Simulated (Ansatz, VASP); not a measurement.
## HfO2: VASP beside Ansatz

Contents of INCAR:

```
ALGO = Normal ; EDIFF = 1E-6
ENCUT = 520 ; GGA = PE
ISIF = 2 ; ISMEAR = 0
LASPH = True ; LCHARG = False
LREAL = False ; LWAVE = False
NBANDS = 31 ; NELM = 100
PREC = Accurate ; SIGMA = 0.05
```

Contents of KPOINTS:

```
k-points
0
Gamma
  6 6 4
```

The input POSCAR:

```
HfO2
1.0
    3.6043047991      0.0000000000      0.0000000000
    0.0000000000      3.6043047991      0.0000000000
    0.0000000000      0.0000000000      5.2639673039
Hf O
2 4
Direct
    0.5000000000      0.5000000000      0.5000000000
    0.0000000000      0.0000000000      0.0000000000
    0.0000000000      0.5000000000      0.7074999021
    0.5000000000      0.0000000000      0.7925000979
    0.5000000000      0.0000000000      0.2925000979
    0.0000000000      0.5000000000      0.2074999021
```

Input for Ansatz:

```yaml
crystal:
  lattice:
    - [3.6043047991, 0.0, 0.0]
    - [0.0, 3.6043047991, 0.0]
    - [0.0, 0.0, 5.2639673039]
  atoms:
    - { symbol: Hf, position: [0.5, 0.5, 0.5] }
    - { symbol: Hf, position: [0.0, 0.0, 0.0] }
    - { symbol: O, position: [0.0, 0.5, 0.7074999021] }
    - { symbol: O, position: [0.5, 0.0, 0.7925000979] }
    - { symbol: O, position: [0.5, 0.0, 0.2925000979] }
    - { symbol: O, position: [0.0, 0.5, 0.2074999021] }
basis:
  ecutwfc: 420
kpoints:
  mp_grid: { grid: [6, 6, 4] }
hamiltonian:
  xc: pbe
scf:
  occupations: { method: gaussian, width: 0.05 }
output:
  forces: true
  stress: true
  eigenvalues: true
```

Change from the starting cell: mode 10 (309.8 1/cm) frozen in, largest displacement -0.075 Å.

Alike in both runs: task single point; functional PBE; k mesh 6 × 6 × 4; occupations gaussian, width 0.05 eV; no spin polarisation.

```csv
,VASP,Ansatz
version,VASP 6.6.1,Ansatz 0.2.0
potentials or method,"VASP PAW PBE potentials, release 64 (Hf_pv, O)","scalar-relativistic, plane waves, PAW"
plane-wave cutoff (eV),520,420
valence electrons in the cell,44,76
```

|  | VASP | Ansatz | Ansatz less VASP |
| --- | --- | --- | --- |
| gap on the k mesh at the Fermi level (eV) | 4.35 | 4.34 | -0.005 |
| least direct gap on the mesh (eV) | 4.46 | 4.47 | +0.015 |
| pressure (GPa) | -6.6 | -3.3 | +3.22 |
| largest component of the traceless stress (GPa) | 2.84 | 2.85 | +0.017 |
| rms of the force components (eV/Å) | 0.173 | 0.154 | -0.0191 |

Atom by atom the forces differ by 0.019 eV/Å (rms over components). The two sets of potentials don't hold the same shells in valence.

Caveats: spin-orbit coupling is left out, which moves the levels of the heavy elements. A k mesh can miss the band edges.
